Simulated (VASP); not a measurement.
Crystal: Bi.

```xyz
1
Lattice="-1.9814 1.9814 1.9814 1.9814 -1.9814 1.9814 1.9814 1.9814 -1.9814" Properties=species:S:1:pos:R:3 pbc="T T T"
Bi    0.0000    0.0000    0.0000
```

This isn't the form of Bi at room conditions, which is rhombohedral.

```yaml
Program: VASP 6.6.1
Task: relaxation of cell and atoms
Functional: PBEsol
Potentials_or_basis: VASP PAW PBE potentials, release 64 (Bi_d)
Cutoff: 600 eV
k_mesh: 14 × 14 × 14
Occupations: methfessel-paxton, width 0.1 eV
Spin: no spin polarisation
```

At the start: pressure -2.1 GPa; volume 31.12 Å³/atom.

**Question.** How do energy, volume and symmetry change on relaxing?

**Answer.** Over 3 steps the energy falls by 8.1 meV/atom and the volume is 29.93 Å³/atom (-3.8 %); space group Im-3m (No. 229, to 0.05 Å).

Step by step:
```csv
step,energy change (eV),largest force (eV/Å),pressure (GPa),volume (Å³)
1,0.0000,0.0000,-2.12,31.12
2,-0.0057,0.0000,1.28,29.30
3,-0.0081,0.0000,0.02,29.93
```

Final structure:
```
Bi
1.0
    -1.95584    1.95584    1.95584
     1.95584   -1.95584    1.95584
     1.95584    1.95584   -1.95584
Bi
1
Cartesian
  0.0000 0.0000 0.0000
```

Caveat: the PAW data sets were made with another functional, which shifts forces and pressure a little.
